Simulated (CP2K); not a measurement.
# TePb under changes of volume

One of the cells (32.055 Å³/atom); the others are scaled copies at fixed shape and fractional positions:

```
Pb Te
1.0
     4.00229    0.00000    0.00000
     0.00000    4.00229    0.00000
     0.00000    0.00000    4.00229
Pb Te
1 1
Direct
  0.00000 0.00000 0.00000
  0.50000 0.50000 0.50000
```

Measurements of this composition are mostly on another form, of space group No. 225.

| Item | Value |
| --- | --- |
| Program | CP2K 2026.2 |
| Functional | LDA |
| Potentials or basis | GTH_POTENTIALS Pb GTH-PADE-q4, Te GTH-PADE-q6; TZVP-MOLOPT-PBE-GTH basis |
| Density cutoff | 6123 eV |
| k mesh | 7 × 7 × 7 |
| Occupations | fermi-dirac, width 0.01 eV |
| Spin | no spin polarisation |

```tsv
volume (Å³/atom)	energy over the lowest point (meV/atom)	pressure (GPa)
30.132	0.00	-1.7
30.773	8.45	-2.6
31.414	20.27	-3.3
32.055	34.77	-4.0
32.696	52.00	-4.6
33.337	?	?
33.978	92.76	-5.5
```

**Question.** What does the run at 33.337 Å³/atom give?

**Answer.** Energy over the lowest point 71.45 meV/atom; pressure -5.1 GPa.

Worked out: A Birch-Murnaghan fit of order 3 (a polynomial in V^(-2/3)) to the other rows has no minimum within the range. It gives 71.38 meV/atom at 33.337 Å³/atom, against the run's 71.45, and -dE/dV = -5.1 GPa, against -5.1.

Energies are extrapolated to zero smearing.

Caveats: the basis of atomic orbitals isn't converged, which shifts pressures, moduli and gaps.
